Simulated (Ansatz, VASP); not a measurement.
## One calculation of SnSe2 (ae), two programs

```xyz
3
Lattice="3.8395 0.0000 0.0000 -1.9198 3.3251 0.0000 0.0000 0.0000 6.0093" Properties=species:S:1:pos:R:3 pbc="T T T"
Sn    0.0000    0.0000    0.0000
Se    0.0000    2.2167    1.5936
Se    1.9198    1.1084    4.4157
```

Alike in both runs: functional PBE; dispersion D3(BJ); k mesh 12 × 12 × 6; occupations gaussian, width 0.02 eV; no spin polarisation.

Ansatz relaxed the structure, and its values are those at the end. VASP's run is a single point on that final structure, the one shown.

|  | VASP | Ansatz |
| --- | --- | --- |
| version | VASP 6.6.1 | Ansatz 0.2.0 |
| potentials or method | VASP PAW PBE potentials, release 64 (Sn_d, Se), cutoff 520 eV | scalar-relativistic, all-electron LAPW |

Ansatz gave:

```
gap on the k mesh at the Fermi level (eV) : 0.35
least direct gap on the mesh (eV)         : 0.83
pressure (GPa)                            : 0.0
rms of the force components (eV/Å)        : 0.000
```

Question: Estimate VASP's values.

Answer: gap on the k mesh at the Fermi level (eV): 0.34; least direct gap on the mesh (eV): 0.81; pressure (GPa): 0.1; rms of the force components (eV/Å): 0.007.

Ansatz ran all-electron here, so the differences hold the error of VASP's frozen core and of both bases.

Caveats: spin-orbit coupling is left out, which moves the levels of the heavy elements.
